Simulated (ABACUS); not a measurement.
# MnO2 (P-3m1) in ABACUS: equation of state

How stiff is MnO2 in PBEsol, and what volume does it want? The cell is scaled to several volumes.

Everything below comes from runs of ABACUS 3.10.1. Logs are shortened: lines on timing, memory, paths and dates and some standing lists are left out, and cuts for length are marked.

### Step 1. The structure

It takes space group P-3m1 (No. 164, trigonal). The conventional cell has a = 2.857 Å, b = 2.857 Å, c = 4.601 Å, α = 90.00°, β = 90.00°, γ = 120.00°. Mn (site symmetry -3m) is surrounded by 6 O at 1.90 Å. Around O (site symmetry 3m) lie 3 Mn at 1.90 Å.

Measurements of this composition are mostly on another form, of space group No. 136.

### Step 2. Equation of state, PBEsol, collinear spin, ferromagnetic start, 10.19 Å³/atom (volume scaled by 0.94)

Input file INPUT:

```
INPUT_PARAMETERS
suffix              MnO2
calculation         scf
basis_type          pw
pseudo_dir          ./
symmetry            1
dft_functional      pbesol
ecutwfc             97
pseudo_rcut         7
nspin               2
nbands              20
ks_solver           dav
smearing_method     fd
smearing_sigma      0.00367493
scf_thr             1e-08
scf_nmax            100
mixing_type         broyden
mixing_beta         0.4
cal_force           1
cal_stress          1
kpar                4
```

Input file STRU:

```
ATOMIC_SPECIES
Mn 54.9380 Mn.upf
O 15.9990 O.upf

LATTICE_CONSTANT
1.8897261246

LATTICE_VECTORS
2.7982643040 0.0000000000 0.0000000000
-1.3991321520 2.4233679738 0.0000000000
0.0000000000 0.0000000000 4.5074421091

ATOMIC_POSITIONS
Direct

Mn
0.0
1
0.0000000000 0.0000000000 0.5000000000 1 1 1 mag 4

O
0.0
2
0.3333333333 0.6666666667 0.7062925700 1 1 1 mag 0
0.6666666667 0.3333333333 0.2937074300 1 1 1 mag 0
```

Input file KPT:

```
K_POINTS
0
Gamma
11 11 6 0 0 0
```

Potentials or basis: PseudoDojo NC SR 0.4.1 PBEsol standard, plane waves.

Started as:

```sh
$ OMP_NUM_THREADS=1 mpirun -np 4 abacus > log
```

running log:

```text
ABACUS v3.10.1

               Atomic-orbital Based Ab-initio Computation at UStc

 ------------------------------------------------------------------------------------

 READING GENERAL INFORMATION
                           global_out_dir = OUT.MnO2/
                           global_in_card = INPUT
                               pseudo_dir = ./
                              orbital_dir =
                                    DSIZE = 4
                                    GSIZE = 1

 READING UNITCELL INFORMATION
                                    ntype = 2
                  lattice constant (Bohr) = 1.88973
              lattice constant (Angstrom) = 1

 READING ATOM TYPE 1
                               atom label = Mn
                      L=0, number of zeta = 1
                      L=1, number of zeta = 1
                      L=2, number of zeta = 1
             number of atom for this type = 1
               magnetization of element 1 = 4

 READING ATOM TYPE 2
                               atom label = O
                      L=0, number of zeta = 1
                      L=1, number of zeta = 1
                      L=2, number of zeta = 1
             number of atom for this type = 2
               magnetization of element 2 = 0

                        TOTAL ATOM NUMBER = 3
DIRECT COORDINATES
    atom                   x                   y                   z     mag                  vx                  vy                  vz
taud_Mn1            0.0000000000        0.0000000000        0.5000000000  4.0000        0.0000000000        0.0000000000        0.0000000000
taud_O1            0.3333333333        0.6666666667        0.7062925700  0.0000        0.0000000000        0.0000000000        0.0000000000
taud_O2            0.6666666667        0.3333333333        0.2937074300  0.0000        0.0000000000        0.0000000000        0.0000000000

                          Volume (Bohr^3) = 206.269
                             Volume (A^3) = 30.5659

 Lattice vectors: (Cartesian coordinate: in unit of a_0)
             +2.79826                  +0                  +0
             -1.39913            +2.42337                  +0
                   +0                  +0            +4.50744
 Reciprocal vectors: (Cartesian coordinate: in unit of 2 pi/a_0)
            +0.357364           +0.206324                  -0
                   -0           +0.412649                  -0
                   +0                  -0           +0.221855
 The esolver type has been set to : ksdft_pw

                PAO radial cut off (Bohr) = 7

 Read in pseudopotential file is Mn.upf
                     pseudopotential type = NC
          exchange-correlation functional = PBESOL
                 nonlocal core correction = 1
                        valence electrons = 15
                                     lmax = 2
                           number of zeta = 4
                     number of projectors = 6
                           L of projector = 0
[... 5 lines left out ...]
                PAO radial cut off (Bohr) = 7

 Read in pseudopotential file is O.upf
                     pseudopotential type = NC
          exchange-correlation functional = PBESOL
                 nonlocal core correction = 1
                        valence electrons = 6
                                     lmax = 2
                           number of zeta = 2
                     number of projectors = 5
                           L of projector = 0
                           L of projector = 0
                           L of projector = 1
                           L of projector = 1
                           L of projector = 2
     initial pseudo atomic orbital number = 18
 The readin total magnetization is 4

 SETUP THE ELECTRONS NUMBER
            electron number of element Mn = 15
      total electron number of element Mn = 15
             electron number of element O = 6
       total electron number of element O = 12
            AUTOSET number of electrons:  = 27
                           occupied bands = 14
                                   NBANDS = 20
                                   NLOCAL = 27

%%%%%%%%%%%%%%%%%%%%%%%%%%%%%%%%%%%%%%%%%%%%%%%%%%%%%%%%%%%%%%%%%%%%%%%%%%%%%%%%%%%%%%%%%%%%%%%%%%%%%%%%%%
 Warning: the number of valence electrons in pseudopotential > 7 for Mn: [Ar] 3d5 4s2
 Pseudopotentials with additional electrons can yield (more) accurate outcomes, but may be less efficient.
 If you're confident that your chosen pseudopotential is appropriate, you can safely ignore this warning.
%%%%%%%%%%%%%%%%%%%%%%%%%%%%%%%%%%%%%%%%%%%%%%%%%%%%%%%%%%%%%%%%%%%%%%%%%%%%%%%%%%%%%%%%%%%%%%%%%%%%%%%%%%

 SETUP THE PLANE WAVE BASIS
 energy cutoff for charge/potential (unit:Ry) = 388
            fft grid for charge/potential = [ 36, 36, 54 ]
                        fft grid division = [ 1, 1, 1 ]
        big fft grid for charge/potential = [ 36, 36, 54 ]
                                     nbxx = 69984
                                     nrxx = 69984

 SETUP PLANE WAVES FOR CHARGE/POTENTIAL
                    number of plane waves = 26645
                         number of sticks = 745

 PARALLEL PW FOR CHARGE/POTENTIAL
     PROC   COLUMNS(POT)             PW
        1            745          26645
[... 56 lines left out ...]
                                       S3 = 0
                                       S4 = 0
                                       S6 = 2
               POINT GROUP IN SPACE GROUP = D_3d

 SETUP K-POINTS
                                    nspin = 2
                   Input type of k points = Monkhorst-Pack(Gamma)
                                   nkstot = 726
                       right hand lattice = 1
(for reciprocal lattice: )
                             BRAVAIS TYPE = 4
                     BRAVAIS LATTICE NAME = 04. Hexagonal cell
                                    ibrav = 4
                       right hand lattice = 1
(for k-lattice: )
                             BRAVAIS TYPE = 4
                     BRAVAIS LATTICE NAME = 04. Hexagonal cell
                                    ibrav = 4
                       right hand lattice = 1
                        ROTATION MATRICES = 24
                               nkstot_ibz = 84
K-POINTS REDUCTION ACCORDING TO SYMMETRY
     IBZ    DIRECT_X    DIRECT_Y    DIRECT_Z  WEIGHT  ibz2bz
       1  0.00000000  0.00000000  0.00000000  0.0014       0
       2 -0.09090909  0.09090909  0.00000000  0.0083       1
       3 -0.18181818  0.18181818  0.00000000  0.0083       2
       4 -0.27272727  0.27272727  0.00000000  0.0083       3
       5 -0.36363636  0.36363636  0.00000000  0.0083       4
       6 -0.45454545  0.45454545  0.00000000  0.0083       5
[... 22 lines left out ...]
      29 -0.18181818  0.27272727  0.16666667  0.0165     134
      30 -0.27272727  0.36363636  0.16666667  0.0165     135
[... 54 further k points ...]

                               nkstot now = 84
[... K-POINTS DIRECT COORDINATES: 84 rows ...]

           k-point number in this process = 21
       minimum distributed K point number = 21
[... stars of the k points ...]
                             nks(nspin=2) = 42
                          nkstot(nspin=2) = 168

[... K-POINTS CARTESIAN COORDINATES: 42 rows ...]

[... K-POINTS DIRECT COORDINATES: 42 rows ...]

 SETUP PLANE WAVES FOR WAVE FUNCTIONS
     energy cutoff for wavefunc (unit:Ry) = 97
              fft grid for wave functions = [ 36, 36, 54 ]
                    number of plane waves = 4571
                         number of sticks = 235

 PARALLEL PW FOR WAVE FUNCTIONS
     PROC   COLUMNS(POT)             PW
        1            235           4571
 --------------- sum -------------------
        1            235           4571

 SETUP NONLOCAL PSEUDOPOTENTIALS IN PLANE WAVE BASIS
 Mn non-local projectors:
 projector 1 L=0
 projector 2 L=0
 projector 3 L=1
 projector 4 L=1
 projector 5 L=2
 projector 6 L=2
 O non-local projectors:
 projector 1 L=0
 projector 2 L=0
 projector 3 L=1
 projector 4 L=1
 projector 5 L=2
      TOTAL NUMBER OF NONLOCAL PROJECTORS = 44

 Init Non-Local PseudoPotential table :
 Init Non-Local-Pseudopotential done.

                                     npwx = 3350

 Make real space PAO into reciprocal space.
       max mesh points in Pseudopotential = 701
     dq(describe PAO in reciprocal space) = 0.01
                                    max q = 1186

 number of pseudo atomic orbitals for Mn is 4
WARNING: norm of atomic wavefunction # 3 of atomic type Mn is 0.999957, renormalized
WARNING: norm of atomic wavefunction # 4 of atomic type Mn is 0.995913, renormalized

 number of pseudo atomic orbitals for O is 2
WARNING: norm of atomic wavefunction # 2 of atomic type O is 0.999978, renormalized

 -------------------------------------------
 SELF-CONSISTENT
 -------------------------------------------
                                 init_chg = atomic

 PW ALGORITHM --------------- ION=   1  ELEC=   1--------------------------------
          total magnetism (Bohr mag/cell) = 3
       absolute magnetism (Bohr mag/cell) = 3.10759
                        nelec for spin up = 15
                      nelec for spin down = 12
[... 177 lines left out ...]
 Density error is 2.25831976544e-09
                          Error Threshold = 3.94721403872e-11
----------------------------------------------------------
     Energy           Rydberg                 eV
----------------------------------------------------------
 E_KohnSham     -283.5540717456      -3857.9510668409
 E_KS(sigma->0) -283.5540699218      -3857.9510420263
 E_Harris       -283.5537733140      -3857.9470064710
 E_band         -25.0720704797       -341.1230191817
 E_one_elec     -181.2427612619      -2465.9342744155
 E_Hartree      103.4378278624       1407.3438476714
 E_xc           -52.7255745671       -717.3682444367
 E_Ewald        -153.0235601313      -2081.9923460310
 E_entropy(-TS) -0.0000036477        -0.0000496291
 E_descf        0.0000000000         0.0000000000
 E_exx          0.0000000000         0.0000000000
 E_Fermi        0.6864965822         9.3402651751
----------------------------------------------------------

 charge density convergence is achieved
 final etot is -3857.9510668 eV
 EFERMI = 9.3402651751 eV

 STATE ENERGY(eV) AND OCCUPATIONS    NSPIN == 2
SPIN UP :
 1/21 kpoint (Cartesian) = 0.0000 0.0000 0.0000 (3345 pws)
       1       -72.3828     0.00137741
       2       -41.2700     0.00137741
       3       -41.2668     0.00137741
       4       -41.2668     0.00137741
       5       -11.2383     0.00137741
       6       -8.59485     0.00137741
[... 122 lines left out ...]
      19        21.9945        0.00000
      20        23.3714        0.00000

[... levels at 36 further k points ...]

------------------------------------------------------------------------------------------
 TOTAL-FORCE (eV/Angstrom)
------------------------------------------------------------------------------------------
                       Mn1         0.0000000000         0.0000000000         0.0000000000
                        O1         0.0000000000         0.0000000000         0.7473041065
                        O2         0.0000000000         0.0000000000        -0.7473041065
------------------------------------------------------------------------------------------

----------------------------------------------------------------
 TOTAL-STRESS (KBAR)
----------------------------------------------------------------
       127.5375654984         0.0000000000         0.0000000000
        -0.0000000000       127.5375654949         0.0000000000
         0.0000000000        -0.0000000000        87.8424291103
----------------------------------------------------------------
 TOTAL-PRESSURE: 114.305853 KBAR

 --------------------------------------------
 !FINAL_ETOT_IS -3857.9510668408624952 eV
 --------------------------------------------
```

Wall time 53 s (4 MPI ranks of Intel Xeon 6975P-C (Granite Rapids), shared host); peak memory 0.56 GiB.

Results:

```
Free energy            : -3857.9511 eV
Pressure               : 11.4 GPa
Largest force          : 0.747 eV/Å
Band gap on the k mesh : 0.57 eV, indirect (least direct gap 0.61 eV)
Net moment             : 3.00 μB per cell
Absolute moment        : 3.03 μB per cell
```

Caveat: an odd mesh through Γ misses points on the zone boundary, where band edges often lie; a cell with one magnetic atom can't hold antiferromagnetic order, which such compounds often take.

### Step 3. Equation of state, PBEsol, collinear spin, ferromagnetic start, 10.41 Å³/atom (volume scaled by 0.96)

INPUT is that of step 2.

STRU: that of step 2 with these lines changed.

```diff
@@ -8,5 +8,5 @@
 LATTICE_VECTORS
-2.7982643040 0.0000000000 0.0000000000
--1.3991321520 2.4233679738 0.0000000000
-0.0000000000 0.0000000000 4.5074421091
+2.8179710399 0.0000000000 0.0000000000
+-1.4089855200 2.4404345078 0.0000000000
+0.0000000000 0.0000000000 4.5391857050
```

KPT is that of step 2.

Potentials or basis: PseudoDojo NC SR 0.4.1 PBEsol standard, plane waves.

Started as:

```sh
$ OMP_NUM_THREADS=1 mpirun -np 4 abacus > log
```

Wall time 52 s (4 MPI ranks of Intel Xeon 6975P-C (Granite Rapids), shared host); peak memory 0.56 GiB.

It converged, with:

* Free energy: -3857.9869 eV
* Pressure: 6.3 GPa
* Largest force: 0.400 eV/Å
* Band gap on the k mesh: 0.66 eV, indirect (least direct gap 0.70 eV)
* Net moment: 3.00 μB per cell
* Absolute moment: 3.03 μB per cell

Caveat: an odd mesh through Γ misses points on the zone boundary, where band edges often lie; a cell with one magnetic atom can't hold antiferromagnetic order, which such compounds often take.

### Step 4. Equation of state, PBEsol, collinear spin, ferromagnetic start, 10.62 Å³/atom (volume scaled by 0.98)

INPUT is that of step 3.

STRU: that of step 3 with these lines changed.

```diff
@@ -8,5 +8,5 @@
 LATTICE_VECTORS
-2.8179710399 0.0000000000 0.0000000000
--1.4089855200 2.4404345078 0.0000000000
-0.0000000000 0.0000000000 4.5391857050
+2.8374059371 0.0000000000 0.0000000000
+-1.4187029685 2.4572656224 0.0000000000
+0.0000000000 0.0000000000 4.5704914233
```

KPT is that of step 3.

Started as:

```sh
$ OMP_NUM_THREADS=1 mpirun -np 4 abacus > log
```

Run time: 62 s. Hardware: 4 MPI ranks of Intel Xeon 6975P-C (Granite Rapids), shared host; peak memory 0.56 GiB.

It converged, with:

* Free energy: -3858.0029 eV
* Pressure: 1.7 GPa
* Largest force: 0.082 eV/Å
* Band gap on the k mesh: 0.74 eV, indirect (least direct gap 0.79 eV)
* Net moment: 3.00 μB per cell
* Absolute moment: 3.04 μB per cell

Caveat: an odd mesh through Γ misses points on the zone boundary, where band edges often lie; a cell with one magnetic atom can't hold antiferromagnetic order, which such compounds often take.

### Step 5. Equation of state, PBEsol, collinear spin, ferromagnetic start, 10.84 Å³/atom

INPUT is that of step 4.

STRU: that of step 4 with these lines changed.

```diff
@@ -8,5 +8,5 @@
 LATTICE_VECTORS
-2.8374059371 0.0000000000 0.0000000000
--1.4187029685 2.4572656224 0.0000000000
-0.0000000000 0.0000000000 4.5704914233
+2.8565781804 0.0000000000 0.0000000000
+-1.4282890902 2.4738692722 0.0000000000
+0.0000000000 0.0000000000 4.6013740589
```

KPT is that of step 4.

Started as:

```sh
$ OMP_NUM_THREADS=1 mpirun -np 4 abacus > log
```

Run time: 58 s. Hardware: 4 MPI ranks of Intel Xeon 6975P-C (Granite Rapids), shared host; peak memory 0.6 GiB.

The run converged. Its results:

- Free energy: -3858.0013 eV
- Pressure: -2.4 GPa
- Largest force: 0.211 eV/Å
- Band gap on the k mesh: 0.82 eV, indirect (least direct gap 0.87 eV)
- Net moment: 3.00 μB per cell
- Absolute moment: 3.05 μB per cell

Caveat: an odd mesh through Γ misses points on the zone boundary, where band edges often lie; a cell with one magnetic atom can't hold antiferromagnetic order, which such compounds often take.

### Step 6. Equation of state, PBEsol, collinear spin, ferromagnetic start, 11.06 Å³/atom (volume scaled by 1.02)

INPUT is that of step 5.

STRU: that of step 5 with these lines changed.

```diff
@@ -8,5 +8,5 @@
 LATTICE_VECTORS
-2.8565781804 0.0000000000 0.0000000000
--1.4282890902 2.4738692722 0.0000000000
-0.0000000000 0.0000000000 4.6013740589
+2.8754964680 0.0000000000 0.0000000000
+-1.4377482340 2.4902529899 0.0000000000
+0.0000000000 0.0000000000 4.6318476229
```

KPT is that of step 5.

Potentials or basis: PseudoDojo NC SR 0.4.1 PBEsol standard, plane waves.

Started as:

```sh
$ OMP_NUM_THREADS=1 mpirun -np 4 abacus > log
```

It took 56 s on 4 MPI ranks of Intel Xeon 6975P-C (Granite Rapids), shared host; peak memory 0.6 GiB.

It converged, with:

| Quantity | Value |
| --- | --- |
| Free energy | -3857.9840 eV |
| Pressure | -6.1 GPa |
| Largest force | 0.480 eV/Å |
| Band gap on the k mesh | 0.89 eV, indirect (least direct gap 0.95 eV) |
| Net moment | 3.00 μB per cell |
| Absolute moment | 3.06 μB per cell |

Caveat: an odd mesh through Γ misses points on the zone boundary, where band edges often lie; a cell with one magnetic atom can't hold antiferromagnetic order, which such compounds often take.

### Step 7. Equation of state, PBEsol, collinear spin, ferromagnetic start, 11.27 Å³/atom (volume scaled by 1.04)

INPUT is that of step 6.

STRU: that of step 6 with these lines changed.

```diff
@@ -8,5 +8,5 @@
 LATTICE_VECTORS
-2.8754964680 0.0000000000 0.0000000000
--1.4377482340 2.4902529899 0.0000000000
-0.0000000000 0.0000000000 4.6318476229
+2.8941690462 0.0000000000 0.0000000000
+-1.4470845231 2.5064239170 0.0000000000
+0.0000000000 0.0000000000 4.6619253983
```

KPT is that of step 6.

Started as:

```sh
$ OMP_NUM_THREADS=1 mpirun -np 4 abacus > log
```

Wall time 58 s (4 MPI ranks of Intel Xeon 6975P-C (Granite Rapids), shared host); peak memory 0.6 GiB.

The run converged. Its results:

| Quantity | Value |
| --- | --- |
| Free energy | -3857.9526 eV |
| Pressure | -9.3 GPa |
| Largest force | 0.727 eV/Å |
| Band gap on the k mesh | 0.96 eV, indirect (least direct gap 1.03 eV) |
| Net moment | 3.00 μB per cell |
| Absolute moment | 3.08 μB per cell |

Caveat: an odd mesh through Γ misses points on the zone boundary, where band edges often lie; a cell with one magnetic atom can't hold antiferromagnetic order, which such compounds often take.

### Step 8. Equation of state, PBEsol, collinear spin, ferromagnetic start, 11.49 Å³/atom (volume scaled by 1.06)

INPUT is that of step 7.

STRU: that of step 7 with these lines changed.

```diff
@@ -8,5 +8,5 @@
 LATTICE_VECTORS
-2.8941690462 0.0000000000 0.0000000000
--1.4470845231 2.5064239170 0.0000000000
-0.0000000000 0.0000000000 4.6619253983
+2.9126037410 0.0000000000 0.0000000000
+-1.4563018705 2.5223888309 0.0000000000
+0.0000000000 0.0000000000 4.6916199912
```

KPT is that of step 7.

Started as:

```sh
$ OMP_NUM_THREADS=1 mpirun -np 4 abacus > log
```

Wall time 73 s (4 MPI ranks of Intel Xeon 6975P-C (Granite Rapids), shared host); peak memory 0.6 GiB.

Results (log left out):

```yaml
Free_energy: -3857.9087 eV
Pressure: -12.2 GPa
Largest_force: 0.955 eV/Å
Band_gap_on_the_k_mesh: 1.03 eV, indirect (least direct gap 1.10 eV)
Net_moment: 3.00 μB per cell
Absolute_moment: 3.11 μB per cell
```

Caveat: an odd mesh through Γ misses points on the zone boundary, where band edges often lie; a cell with one magnetic atom can't hold antiferromagnetic order, which such compounds often take.

### Step 9. Equation of state, PBEsol, collinear spin, ferromagnetic start

Potentials or basis: PseudoDojo NC SR 0.4.1 PBEsol standard, plane waves.

No new run: the results of the series are fitted here.

What came out:

| Quantity | Value |
| --- | --- |
| Equilibrium volume | 10.71 Å³/atom |
| Bulk modulus at fixed shape and positions | 205 GPa |
| Pressure derivative of the bulk modulus | 4.6 |

Energy against volume, from the lowest point:
| volume (Å³/atom) | energy (meV/atom) |
| --- | --- |
| 10.189 | 17.29 |
| 10.405 | 5.35 |
| 10.622 | 0.00 |
| 10.839 | 0.53 |
| 11.056 | 6.31 |
| 11.273 | 16.77 |
| 11.489 | 31.41 |

Caveat: the cell was scaled at fixed shape and fractional positions, which overstates the stiffness of a crystal with free parameters, most of all of layers and chains.
